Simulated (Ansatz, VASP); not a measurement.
# One calculation of MgI2, two programs

```xyz
3
Lattice="4.1245 0.0000 0.0000 -2.0622 3.5719 0.0000 0.0000 0.0000 6.8394" Properties=species:S:1:pos:R:3 pbc="T T T"
Mg    0.0000    0.0000    0.0000
I     0.0000    2.3813    1.6775
I     2.0622    1.1906    5.1619
```

Alike in both runs: functional PBE; dispersion D3(BJ); k mesh 6 × 6 × 4; occupations gaussian, width 0.02 eV; no spin polarisation.

Ansatz relaxed the structure, and its values are those at the end. VASP's run is a single point on that final structure, the one shown.

|  | VASP | Ansatz |
| --- | --- | --- |
| version | VASP 6.6.1 | Ansatz 0.2.0 |
| potentials or method | VASP PAW PBE potentials, release 64 (Mg, I) | scalar-relativistic, plane waves, PAW |
| plane-wave cutoff (eV) | 520 | 420 |
| valence electrons in the cell | 16 | 44 |

```csv
,VASP,Ansatz,Ansatz less VASP
gap on the k mesh at the Fermi level (eV),3.53,3.55,+0.020
least direct gap on the mesh (eV),3.75,3.77,+0.018
pressure (GPa),-0.1,0.0,+0.06
rms of the force components (eV/Å),0.004,0.000,-0.0045
```

With one functional, cell and mesh, what is left measures potentials, basis and numerics. The two sets of potentials don't hold the same shells in valence. Ansatz warned: «structure_snapped_to_symmetry».

Caveats: spin-orbit coupling is left out, which moves the levels of the heavy elements. A k mesh can miss the band edges.
